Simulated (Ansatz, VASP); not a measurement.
# One calculation of Sb, two programs

```
Sb
1.0
     2.17105    1.25346    3.86931
    -2.17105    1.25346    3.86931
     0.00000   -2.50692    3.86931
Sb
2
Direct
  0.23142 0.23142 0.23142
  0.76858 0.76858 0.76858
```

Alike in both runs: functional r2SCAN; k mesh 12 × 12 × 12; occupations gaussian, width 0.1 eV; no spin polarisation.

Ansatz relaxed the structure, and its values are those at the end. VASP's run is a single point on that final structure, the one shown.

|  | VASP | Ansatz |
| --- | --- | --- |
| version | VASP 6.6.1 | Ansatz 0.2.0 |
| potentials or method | VASP PAW PBE potentials, release 64 (Sb) | scalar-relativistic, plane waves, PAW |
| plane-wave cutoff (eV) | 520 | 500 |
| valence electrons in the cell | 10 | 30 |

Ansatz gave:

| Quantity | Value |
| --- | --- |
| gap on the k mesh at the Fermi level (eV) | none |
| pressure (GPa) | 0.0 |
| rms of the force components (eV/Å) | 0.001 |

What did VASP give for the same quantities?

gap on the k mesh at the Fermi level (eV): none; pressure (GPa): 0.1; rms of the force components (eV/Å): 0.029.

A gap of «none» marks a metal or a gap that the smearing closes. The two sets of potentials don't hold the same shells in valence.

Caveats: the PAW data sets were made with another functional, which shifts forces and pressure a little (VASP). Spin-orbit coupling is left out, which matters for the levels of Sb.
